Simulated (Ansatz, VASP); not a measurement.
# MgI2 in VASP and in Ansatz

```xyz
3
Lattice="4.1155 0.0000 0.0000 -2.0577 3.5641 0.0000 0.0000 0.0000 7.6414" Properties=species:S:1:pos:R:3 pbc="T T T"
Mg    0.0000    0.0000    0.0000
I     0.0000    2.3761    6.0931
I     2.0577    1.1880    1.5482
```

Alike in both runs: task single point; functional PBE; k mesh 6 × 6 × 4; occupations gaussian, width 0.05 eV; no spin polarisation.

|  | VASP | Ansatz |
| --- | --- | --- |
| version | VASP 6.6.1 | Ansatz 0.2.0 |
| potentials or method | VASP PAW PBE potentials, release 64 (Mg, I) | scalar-relativistic, plane waves, PAW |
| plane-wave cutoff (eV) | 520 | 520 |
| valence electrons in the cell | 16 | 44 |

|  | VASP | Ansatz | Ansatz less VASP |
| --- | --- | --- | --- |
| gap on the k mesh at the Fermi level (eV) | 3.80 | 3.81 | +0.016 |
| least direct gap on the mesh (eV) | 4.18 | 4.19 | +0.012 |
| pressure (GPa) | 3.4 | 3.4 | +0.04 |
| largest component of the traceless stress (GPa) | 0.51 | 0.50 | -0.008 |
| rms of the force components (eV/Å) | 0.414 | 0.418 | +0.0041 |

Atom by atom the forces differ by 0.004 eV/Å (rms over components). With one functional, cell and mesh, what is left measures potentials, basis and numerics. The two sets of potentials don't hold the same shells in valence.

Caveats: spin-orbit coupling is left out, which moves the levels of the heavy elements; this functional lacks dispersion, which binds the layers, so the pressure and a relaxed spacing across them are unreliable. A k mesh can miss the band edges.
